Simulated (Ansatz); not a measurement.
Crystal: BaZrO3.

```xyz
5
Lattice="4.1913 0.0000 0.0000 0.0000 4.1913 0.0000 0.0000 0.0000 4.1913" Properties=species:S:1:pos:R:3 pbc="T T T"
Ba    0.0000    0.0000    0.0000
Zr    2.0957    2.0957    2.0957
O     2.0957    2.0957    0.0000
O     2.0957    0.0000    2.0957
O     0.0000    2.0957    2.0957
```

Base run:

- Program: Ansatz 0.2.0
- Functional: PBEsol
- Potentials or basis: Ansatz PAW
- Cutoff: 420 eV (not typed: the program's choice for these potentials)
- k mesh: 6 × 6 × 6
- Occupations: fermi-dirac, width 0.05 eV
- Spin: no spin polarisation

Its results: band gap on the k mesh 3.16 eV, indirect (least direct gap 3.35 eV); pressure -1.2 GPa.

Q: The run is repeated on the same cell with these changes: functional from PBEsol to r2SCAN; cutoff from 420 eV (not typed: the program's choice for these potentials) to 500 eV (not typed: the program's choice for these potentials). What comes out?

A: Band gap on the k mesh 3.76 eV, indirect (least direct gap 3.97 eV); pressure 1.6 GPa.

r2SCAN gives the wider gap, since meta-GGAs in the generalised Kohn-Sham scheme recover part of the derivative discontinuity.

Caveats: spin-orbit coupling is left out, which moves the levels of the heavy elements; the PAW data sets come from PBE, with cores solved anew for the run's functional, which leaves a small shift of forces and pressure.
